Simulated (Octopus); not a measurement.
## ZnSe (Stilleite) under changes of volume

One of the cells (22.757 Å³/atom); the others are scaled copies at fixed shape and fractional positions:

```
Se Zn
1.0
     0.00000    2.83380    2.83380
     2.83380    0.00000    2.83380
     2.83380    2.83380    0.00000
Se Zn
1 1
Direct
  0.75000 0.75000 0.75000
  0.00000 0.00000 0.00000
```

| Property | Result |
| --- | --- |
| Program | Octopus 16.4 |
| Functional | PBE |
| Potentials or basis | pseudodojo_pbe (PseudoDojo 0.5, PBE) |
| Grid spacing | 0.129 Å |
| k mesh | 8 × 8 × 8 |
| Occupations | fermi-dirac, width 0.05 eV |
| Spin | no spin polarisation |

```csv
volume (Å³/atom),energy over the lowest point (meV/atom),gap on the mesh (eV)
21.391,67.37,1.54
21.846,48.04,1.46
22.301,?,?
22.757,21.48,1.29
23.212,11.36,1.21
23.667,4.21,1.13
24.122,0.00,1.06
```

What does the run at 22.301 Å³/atom give?

Energy over the lowest point 34.31 meV/atom; gap on the mesh 1.37 eV.

Worked out: A Birch-Murnaghan fit of order 3 (a polynomial in V^(-2/3)) to the other rows has no minimum within the range. It gives 33.14 meV/atom at 22.301 Å³/atom, against the run's 34.31. A straight line through the other rows of the gap, of slope -4.04 eV per unit of ln V (its deformation potential), gives 1.37 eV, against the run's 1.37.

Energies are extrapolated to zero smearing.

Spin-orbit coupling on Se is left out.
